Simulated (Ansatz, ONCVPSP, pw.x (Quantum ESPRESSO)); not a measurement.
## Equation-of-state test of one ONCV potential (titanium (Ti))

ONCVPSP 4.0.1.1 (patched build) input, shortened (lines: element, Z, core and valence counts, functional; n l f; lmax; l rc ep ncon nbas qcut; lloc lpopt rc5 dvloc0; l nproj debl; icmod fcfact rcfact), PBE, scalar-relativistic:

```
  Ti 22.00    3    4        4      upf
    1    0    2.00
    2    0    2.00
    2    1    6.00
    3    0    2.00
    3    1    6.00
    3    2    2.00
    4    0    2.00
    2
    0    1.50    0.00    3    6   10.10
    1    1.05    0.00    3    7    8.10
    2    1.75    0.00    4    8   10.70
    4    2    0.95    0.00
    0    2    0.30
    1    2    3.10
    2    2    3.70
    3    5.00    1.05
```

Crystal test: fcc Ti in pw.x 7.5, no spin, 14³ k-points, Fermi–Dirac smearing 0.01 Ry, cutoffs 140/560 Ry. The reference is all-electron LAPW (Ansatz 0.2.0) with the same functional, mesh and smearing; V0 and B0 come from Birch–Murnaghan fits to the pressures at five volumes. Errors are pseudo minus all-electron; Δ is the rms difference of the E(V) curves that follow from these fits, minima aligned, over ±6 % about the mean V0. Mesh and smearing are coarse, so the numbers serve the comparison and aren't converged zero-temperature values; the lattice is a test structure that the element need not adopt.

All-electron: a0 = 4.119 Å (V0 = 17.47 Å³/atom), B0 = 106.1 GPa.

**Question.** How far does the potential miss the all-electron equation of state?

**Answer.** mean pressure error (GPa): +0.11; a0 (Å): 4.120; a0 error (%): +0.04; B0 error (%): -0.0; Δ (meV/atom): 0.4.

| V (Å³/atom) | P all-electron (GPa) | P pseudo (GPa) |
| --- | --- | --- |
| 16.608 | 5.83 | 5.96 |
| 17.045 | 2.70 | 2.83 |
| 17.482 | -0.10 | 0.02 |
| 17.919 | -2.60 | -2.50 |
| 18.356 | -4.83 | -4.74 |

**Question.** At the middle volume, how do free energy and pressure move when the wave cutoff is lowered (ecutrho kept at four times it)?

**Answer.**

| cutoff (Ry) | shift of F (meV/atom) | shift of P (GPa) |
| --- | --- | --- |
| 63 | +179.7 | -10.18 |
| 84 | +11.4 | -0.37 |
| 112 | +3.0 | -0.19 |

The run at the middle volume (104 k-points, 7 iterations) took about 2.4 min on one core of a shared host (Neoverse-N1, 64 threads, 124 GiB, load 56).
